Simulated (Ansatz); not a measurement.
Runs of Ansatz 0.2.0 on Al. It takes space group Fm-3m (No. 225, cubic). The conventional cell has a = 4.050 Å, b = 4.050 Å, c = 4.050 Å, α = 90.00°, β = 90.00°, γ = 90.00°. Al (site symmetry m-3m) is surrounded by 12 Al at 2.86 Å. 

| task | level | k mesh | cutoff (eV) | q mesh | points for each segment of the path | atoms under strain | gap on the mesh (eV) | V0 of scaled cells (Å³/atom) | B0 (GPa) |
| --- | --- | --- | --- | --- | --- | --- | --- | --- | --- |
| equation of state | LDA | 11 × 11 × 11 | 420 | - | - | - | - | 15.83 | 85 |
| equation of state | PBE | 11 × 11 × 11 | 420 | - | - | - | - | 16.51 | (b) |
| phonons | PBEsol | 10 × 10 × 10 | 420 | 2 × 2 × 2 | 8 | - | none | - | - |
| equation of state | r2SCAN | 11 × 11 × 11 | 500 | - | - | - | - | 15.95 | (a) |
| elastic constants | PBEsol | 10 × 10 × 10 | 420 | - | - | clamped | none | - | - |

Alike in all rows: potentials or basis Ansatz PAW; no spin polarisation; cell as given; smearing fermi-dirac 0.05 eV.

Task: Estimate the missing entries.

Result: (a) 91; (b) 79.

Caveats: the PAW data sets come from PBE, with cores solved anew for the run's functional, which leaves a small shift of forces and pressure (some runs); some levels weren't fully converged (some runs); the PAW data sets were made with another functional, which shifts forces and pressure a little (some runs); the elastic tensor has a negative eigenvalue, so either the cell is unstable as it stands or the mesh is too thin (some runs).

A gap of «none» marks a metal or a gap under the smearing width.
